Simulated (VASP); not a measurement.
# MgSe (Fm-3m) in VASP: notebook

Runs on MgSe. Level: r2SCAN. Tasks: relaxation of cell and atoms, electrostatic potential.

Everything below comes from runs of VASP 6.6.1. Logs are shortened: lines on timing, memory, paths and dates and some standing lists are left out, and cuts for length are marked.

### 1 The crystal as given

Symmetry: Fm-3m, No. 225, cubic system. The conventional cell has a = 5.450 Å, b = 5.450 Å, c = 5.450 Å, α = 90.00°, β = 90.00°, γ = 90.00°. Around Mg (site symmetry m-3m) lie 6 Se at 2.73 Å. Se (site symmetry m-3m) is surrounded by 6 Mg at 2.73 Å.

The cell was built by a generator and needn't be a form met in nature.

### 2 Relaxation of cell and atoms, r2SCAN

Input file INCAR:

```
PREC = Accurate ; ENCUT = 600
EDIFF = 1E-7 ; ISMEAR = 0
SIGMA = 0.02 ; LREAL = False
LASPH = True ; NELM = 120
ALGO = Normal ; ISIF = 3
LWAVE = False ; LCHARG = False
METAGGA = R2SCAN ; LMIXTAU = True
IBRION = 2 ; NSW = 40
EDIFFG = -0.005
```

Input file KPOINTS:

```
Automatic mesh
0
Gamma
  8 8 8
```

Input file POSCAR:

```
MgSe
1.0
    0.0000000000      2.7250000000      2.7250000000
    2.7250000000      0.0000000000      2.7250000000
    2.7250000000      2.7250000000      0.0000000000
Mg Se
1 1
Direct
    0.0000000000      0.0000000000      0.0000000000
    0.5000000000      0.5000000000      0.5000000000
```

Potentials or basis: VASP PAW PBE potentials, release 64 (Mg, Se).

On the command line:

```bash
$ cat potpaw_PBE.64/Mg/POTCAR potpaw_PBE.64/Se/POTCAR > POTCAR
$ mpirun -np 1 vasp_std > vasp.out
```

OUTCAR:

```text
PREC = Accurate
   ENCUT = 600
   EDIFF = 1E-7
   ISMEAR = 0
   LREAL = False
   LASPH = True
   NELM = 120
   ISIF = 3
   METAGGA = R2SCAN
   IBRION = 2
   NSW = 40
   EDIFFG = -0.005

 ion  position               nearest neighbor table
   1  0.000  0.000  0.000-   2 2.73   2 2.73   2 2.73   2 2.73   2 2.73   2 2.73
   2  0.500  0.500  0.500-   1 2.73   1 2.73   1 2.73   1 2.73   1 2.73   1 2.73

  LATTYP: Found a face centered cubic cell.
 ALAT       =     5.4500000000

  Lattice vectors:

 A1 = (   0.0000000000,   2.7250000000,   2.7250000000)
 A2 = (   2.7250000000,   0.0000000000,   2.7250000000)
 A3 = (   2.7250000000,   2.7250000000,   0.0000000000)

Analysis of symmetry for initial positions (statically):
=====================================================================
 Subroutine PRICEL returns:
 Original cell was already a primitive cell.

 Routine SETGRP: Setting up the symmetry group for a
 face centered cubic supercell.

 Subroutine GETGRP returns: Found 48 space group operations
 (whereof 48 operations were pure point group operations)
 out of a pool of 48 trial point group operations.

The static configuration has the point symmetry O_h .

Analysis of symmetry for dynamics (positions and initial velocities):
=====================================================================
 Subroutine PRICEL returns:
 Original cell was already a primitive cell.

 Routine SETGRP: Setting up the symmetry group for a
 face centered cubic supercell.

 Subroutine GETGRP returns: Found 48 space group operations
 (whereof 48 operations were pure point group operations)
 out of a pool of 48 trial point group operations.

The dynamic configuration has the point symmetry O_h .

 Subroutine INISYM returns: Found 48 space group operations
 (whereof 48 operations are pure point group operations),
 and found     1 'primitive' translations

----------------------------------------------------------------------------------------

                                     Primitive cell

  volume of cell :      40.4697

  direct lattice vectors                    reciprocal lattice vectors
     0.000000000  2.725000000  2.725000000    -0.183486239  0.183486239  0.183486239
     2.725000000  0.000000000  2.725000000     0.183486239 -0.183486239  0.183486239
     2.725000000  2.725000000  0.000000000     0.183486239  0.183486239 -0.183486239

  length of vectors
     3.853731957  3.853731957  3.853731957     0.317807488  0.317807488  0.317807488

  position of ions in fractional coordinates (direct lattice)
[... 93 lines left out ...]
   EFERMI =   0.00;   METHOD = LEGACY
   ISMEAR =     0;   SIGMA  =   0.02  broadening in eV -4-tet -1-fermi 0-gaus
   EFERMI_NEDOS =   21; number of points for ismear=-14 and -15
   IALGO  =     38    algorithm
   IMIX   =      4    mixing-type and parameters
     AMIX     =   0.40;   BMIX     =  1.00
     AMIX_MAG =   1.60;   BMIX_MAG =  1.00
  volume/ion in A,a.u.               =      20.23       136.55
  Fermi-wavevector in a.u.,A,eV,Ry     =   0.953663  1.802162 12.374136  0.909473
  Thomas-Fermi vector in A             =   2.082339
   LORBIT       =      0    0 simple, 1 ext, 2 COOP (PROOUT), +10 PAW based schemes
   METAGGA = R2SCAN    functional components
   LHFCALC =     F    Hartree Fock is set to
   AEXX    =    0.0000 exact exchange contribution
   IVDW    =     0    specifies the selected vdW correction
   LEPSILON=     F    determine dielectric tensor
   LRPA    =     F    only Hartree local field effects (RPA)
 conjugate gradient relaxation of ions
 non-spin polarized calculation
 Gauss-broadening in eV      SIGMA  =   0.02
  energy-cutoff  :      600.00
  volume of cell :       40.47
 maximum number of plane-waves:      1365
   NGX = 15   NGY = 15   NGZ = 15

--------------------------------------- Ionic step        1  -------------------------------------------

 number of electron       8.0000000 magnetization

 Free energy of the ion-electron system (eV)
  ---------------------------------------------------
  ext. energy  EPLUGINS =         0.00000000
  ---------------------------------------------------
  free energy    TOTEN  =       -21.38035900 eV

  energy without entropy =      -21.38035900  energy(sigma->0) =      -21.38035900

------------------------ aborting loop because EDIFF is reached ----------------------------------------

  FORCE on cell =-STRESS in cart. coord.  units (eV):
  Direction    XX          YY          ZZ          XY          YZ          ZX
  --------------------------------------------------------------------------------------
  -------------------------------------------------------------------------------------
  Total        0.1312497      0.1312497      0.1312497      0.0000000      0.0000000      0.0000000
  in kB        5.1961243      5.1961243      5.1961243      0.0000000      0.0000000      0.0000000
  external PRESSURE =       5.1961243 kB  Pullay stress =       0.0000000 kB
[... 59 lines left out ...]
--------------------------------------- Ionic step        3  -------------------------------------------

 number of electron       8.0000000 magnetization

 Free energy of the ion-electron system (eV)
  ---------------------------------------------------
  ext. energy  EPLUGINS =         0.00000000
  ---------------------------------------------------
  free energy    TOTEN  =       -21.38084305 eV

  energy without entropy =      -21.38084305  energy(sigma->0) =      -21.38084305

 E-fermi :   3.0575     XC(G=0):  -9.8262

 val. band max:        2.9108156084   @ k =   0.0000   0.0000   0.0000
 cond. band min:       5.3596508755   @ k =   0.5000   0.5000   0.0000
 fundamental gap:      2.4488352671
 Fermi energy:         3.0575347584

 k-point     1 :       0.0000    0.0000    0.0000
  band No.  band energies     occupation
      1     -10.4376      2.00000
      2       2.9108      2.00000
      3       2.9108      2.00000
      4       2.9108      2.00000
      5       6.3559      0.00000
      6      10.9385      0.00000
      7      10.9385      0.00000
      8      10.9385      0.00000
[... 243 lines left out ...]
 k-point    24 :      -0.3750    0.2500    0.1250
  band No.  band energies     occupation
      1      -9.1203      2.00000
      2      -1.5036      2.00000
      3       0.6939      2.00000
      4       1.6960      2.00000
      5       8.2845      0.00000
      6       9.0018      0.00000
      7      11.3376      0.00000
      8      12.7545      0.00000

 [... further k-points ...]
[... 5 lines left out ...]
  --------------------------------------------------------------------------------------
  -------------------------------------------------------------------------------------
  Total        0.0021094      0.0021094      0.0021094     -0.0000000     -0.0000000      0.0000000
  in kB        0.0828855      0.0828855      0.0828855     -0.0000000     -0.0000000      0.0000000
  external PRESSURE =       0.0828855 kB  Pullay stress =       0.0000000 kB
[... 17 lines left out ...]
  FREE ENERGIE OF THE ION-ELECTRON SYSTEM (eV)
  ---------------------------------------------------
  free  energy   TOTEN  =       -21.3808430484 eV

  energy  without entropy=      -21.3808430484  energy(sigma->0) =      -21.38084305

 reached required accuracy - stopping structural energy minimisation
```

CONTCAR:

```text
MgSe
   1.00000000000000
     0.0000000000000000    2.7318196100924914    2.7318196100924914
     2.7318196100924914    0.0000000000000000    2.7318196100924914
     2.7318196100924914    2.7318196100924914    0.0000000000000000
  Mg              Se
     1     1
Direct
     0.0000000000000000    0.0000000000000000    0.0000000000000000
     0.5000000000000000    0.5000000000000000    0.5000000000000000

  0.00000000E+00  0.00000000E+00  0.00000000E+00
  0.00000000E+00  0.00000000E+00  0.00000000E+00
```

Wall time 60 s (1 thread of Intel Xeon 6975P-C (Granite Rapids), shared host); peak memory 0.2 GiB.

Results:

```yaml
Free_energy: -21.3808 eV
Relaxed_volume: 20.39 Å³/atom
Relaxed_cell: a = 3.863 Å, b = 3.863 Å, c = 3.863 Å, α = 60.00°, β = 60.00°, γ = 60.00°
Space_group_after_relaxing_to_0.05_Å: Fm-3m (No. 225)
Energy_gained_by_relaxing: 0.2 meV/atom
Ionic_steps: 3
Pressure_after_relaxing: 0.0 GPa
Band_gap_on_the_k_mesh: 2.45 eV, indirect (least direct gap 3.45 eV)
```

The path:
```
step  energy change (eV)  largest force (eV/Å)  pressure (GPa)  volume (Å³)
   1              0.0000                0.0000            0.52        40.47
   2             -0.0005                0.0000           -0.13        40.86
   3             -0.0005                0.0000            0.01        40.77
```

Final structure:
```xyz
2
Lattice="0.0000 2.7318 2.7318 2.7318 0.0000 2.7318 2.7318 2.7318 0.0000" Properties=species:S:1:pos:R:3 pbc="T T T"
Mg    0.0000    0.0000    0.0000
Se    2.7318    2.7318    2.7318
```

Caveat: the PAW data sets were made with another functional, which shifts forces and pressure a little. A k mesh can miss the band edges.

### 3 Electrostatic potential, r2SCAN

This run uses another cell than the first one, of 20.39 Å³/atom, 1.008 times its volume.

Input file INCAR:

```
PREC = Accurate
ENCUT = 520
EDIFF = 1E-7
ISMEAR = 0
SIGMA = 0.02
LREAL = False
LASPH = True
NELM = 60
ALGO = Normal
ISIF = 2
LWAVE = False
LCHARG = True
METAGGA = R2SCAN
LMIXTAU = True
LVHAR = True
```

KPOINTS is that of step 2.

Input file POSCAR:

```
MgSe                                    
1.0
    0.0000000000      2.7318196101      2.7318196101
    2.7318196101      0.0000000000      2.7318196101
    2.7318196101      2.7318196101      0.0000000000
  Mg              Se            
     1     1
Direct
     0.0000000000000000    0.0000000000000000    0.0000000000000000
     0.5000000000000000    0.5000000000000000    0.5000000000000000
```

Potentials or basis: VASP PAW PBE potentials, release 64 (Mg, Se).

On the command line:

```bash
$ cat potpaw_PBE.64/Mg/POTCAR potpaw_PBE.64/Se/POTCAR > POTCAR
$ mpirun -np 1 vasp_std > vasp.out
```

Run time: 40 s. Hardware: 1 thread of Intel Xeon 6975P-C (Granite Rapids), shared host; peak memory 0.17 GiB.

The run converged. Its results:

```yaml
Free_energy: -21.3799 eV
Pressure: 0.0 GPa
Band_gap_on_the_k_mesh: 2.45 eV, indirect (least direct gap 3.44 eV)
```

Levels at points of the mesh, in eV from the valence-band top:
| k point | band 1 | band 2 | band 3 | band 4 | band 5 | band 6 | band 7 | band 8 |
| --- | --- | --- | --- | --- | --- | --- | --- | --- |
| (0.00, 0.00, 0.00) | -13.35 | 0.00 | 0.00 | 0.00 | 3.44 | 8.03 | 8.03 | 8.03 |
| (0.50, 0.00, 0.00) | -12.21 | -4.94 | -0.60 | -0.60 | 4.51 | 6.70 | 6.70 | 9.61 |
| (0.50, 0.50, 0.00) | -11.87 | -4.29 | -1.80 | -1.80 | 2.45 | 4.55 | 12.79 | 13.23 |

Caveat: the PAW data sets were made with another functional, which shifts forces and pressure a little.
